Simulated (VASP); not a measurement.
Input of a VASP 6.6.1 run:

File INCAR:

```
PREC = Accurate
ENCUT = 300
EDIFF = 1E-7
ISMEAR = 0
SIGMA = 0.03
LREAL = False
LASPH = True
NELM = 80
ALGO = Fast
ISIF = 2
LWAVE = False
LCHARG = False
GGA = PE
IBRION = 2
NSW = 40
EDIFFG = -0.01
```

File KPOINTS:

```
regular mesh
0
Gamma
  4 4 4
```

The input POSCAR:

```
KCl                                     
1.0
   -0.0000000000      3.1322231548      3.1322231548
    3.1322231548      0.0000000000      3.1322231548
    3.1322231548      3.1322231548     -0.0000000000
  K               Cl            
     1     1
Direct
     1.0000000000000000    1.0000000000000000    0.0000000000000000
     0.5000000000000000    0.5000000000000000    0.5000000000000000
```

Potentials or basis: VASP PAW PBE potentials, release 64 (K_pv, Cl).

Run with:

```bash
$ cat potpaw_PBE.64/K_pv/POTCAR potpaw_PBE.64/Cl/POTCAR > POTCAR
$ mpirun -np 1 vasp_std > vasp.out
```

(1) What does it give for the band gap on the k mesh?

Answers

(1) 5.22 eV, direct.

Caveat: the k mesh is coarse (spacing up to 0.43 Å⁻¹), so the values aren't converged; the relaxation stopped at its first step, so nothing moved.
